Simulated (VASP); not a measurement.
Wanted: the native input for a VASP 6.6.1 run.

- Task: single point
- Functional: LDA
- Potentials or basis: VASP PAW LDA potentials, release 64 (Pb_d, F)
- Cutoff: 520 eV
- k mesh: 8 × 8 × 8
- Occupations: gaussian, width 0.05 eV
- Spin: no spin polarisation
- Dipole correction: no
- Further INCAR settings: ALGO = Normal; EDIFF = 1e-06; NBANDS = 21

The structure of PbF2 lies in POSCAR:

```
PbF2
1.0
    0.0000000000      2.9698500000      2.9698500000
    2.9698500000      0.0000000000      2.9698500000
    2.9698500000      2.9698500000      0.0000000000
Pb F
1 2
Direct
    0.0000000000      0.0000000000      0.0000000000
    0.2289551661      0.2289551661      0.2710448339
    0.7289551661      0.7289551661      0.7710448339
```

The cell isn't the ideal one: all F atoms moved +0.125 Å, as atom 2 towards its neighbour atom 3 (F) at 2.970 Å.

One way to write it, as run:

INCAR

```
  PREC = Accurate
  ENCUT = 520
  EDIFF = 1E-6
  ISMEAR = 0
  SIGMA = 0.05
  LREAL = False
  LASPH = True
  NELM = 100
  ALGO = Normal
  ISIF = 2
  LWAVE = False
  LCHARG = False
  GGA = CA
  NBANDS = 21
```

KPOINTS

```
regular mesh
0
Gamma
  8 8 8
```

Potentials or basis: VASP PAW LDA potentials, release 64 (Pb_d, F).

Launch:

```sh
$ cat potpaw_LDA.64/Pb_d/POTCAR potpaw_LDA.64/F/POTCAR > POTCAR
$ mpirun -np 1 vasp_std > vasp.out
```

It gave:

```yaml
Pressure: -4.6 GPa
Largest_force: 0.124 eV/Å
Band_gap_on_the_k_mesh: 4.21 eV, indirect (least direct gap 4.39 eV)
```

Caveat: spin-orbit coupling is left out, which as a rule narrows the gap of such compounds by several tenths of an eV.

It took 25 s on 1 thread of Intel(R) Xeon(R) Platinum 8488C (Sapphire Rapids) (shared host), peak memory 0.19 GiB.
